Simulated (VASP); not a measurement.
# As: restarted molecular dynamics, 2 variants

As, Cmce (no. 64), 8 atoms in the cell. PBE, molecular dynamics; PAW potentials As (PBE set).

| Restart from | Temperature at the end (K) | The same without a restart (K) | Potential energy at the end (eV/atom) | The same without a restart (eV/atom) | Electronic steps in the first step after the restart | Time (s) |
|---|---|---|---|---|---|---|
| CONTCAR with velocities, WAVECAR read | 899.0 | 899.0 | -4.45722 | -4.45722 | 4 | 221 |
| CONTCAR with velocities, no WAVECAR | 899.0 | 899.0 | -4.45722 | -4.45722 | 13 | 265 |

Limits: 180 fs of 8 atoms are too short for converged averages; the cell is only 3.7 Å across, so each atom moves in step with near copies of itself.

## Input of the first row

INCAR.step1:
```
ALGO = Fast
EDIFF = 1E-6
ENCUT = 210
GGA = PE
IBRION = 0
ISIF = 2
ISMEAR = -1
ISYM = 0
KPAR = 2
LASPH = True
LCHARG = False
LREAL = Auto
LWAVE = True
MDALGO = 2
NELM = 60
NELMIN = 4
NSW = 30
POTIM = 3.0
PREC = Normal
RANDOM_SEED = 842076 0 0
SIGMA = 0.069
SMASS = -3
TEBEG = 1600
```

INCAR.step2, as INCAR.step1 but for:
```
- LWAVE = True
+ LWAVE = False
```

KPOINTS:
```
k-points
0
Gamma
  3 1 3
```

POSCAR.step1:
```
As
1.0
    3.6500000000      0.0000000000      0.0000000000
    0.0000000000     11.0000000000      0.0000000000
    0.0000000000      0.0000000000      4.4700000000
As
8
Direct
    0.0000000000      0.6100000000      0.5600000000
    0.5000000000      0.6100000000      0.9400000000
    0.5000000000      0.8900000000      0.4400000000
    0.0000000000      0.8900000000      0.0600000000
    0.5000000000      0.1100000000      0.5600000000
    0.0000000000      0.1100000000      0.9400000000
    0.0000000000      0.3900000000      0.4400000000
    0.5000000000      0.3900000000      0.0600000000
```

Commands (each step's output is kept before the next begins):
```
cat potpaw_PBE.64/As/POTCAR > POTCAR
cp INCAR.step1 INCAR
cp POSCAR.step1 POSCAR
mpirun -np 2 vasp_std > vasp.out
cp CONTCAR POSCAR
cp INCAR.step2 INCAR
mpirun -np 2 vasp_std > vasp.out
```

Changes of the last row against the first:
```
(step 1)
- LWAVE = True
+ LWAVE = False
```

VASP 6.6.1 took 221 s on 2 cores (Intel Xeon Platinum 8259CL @ 2.50GHz (Skylake/Cascade Lake)), a shared host.
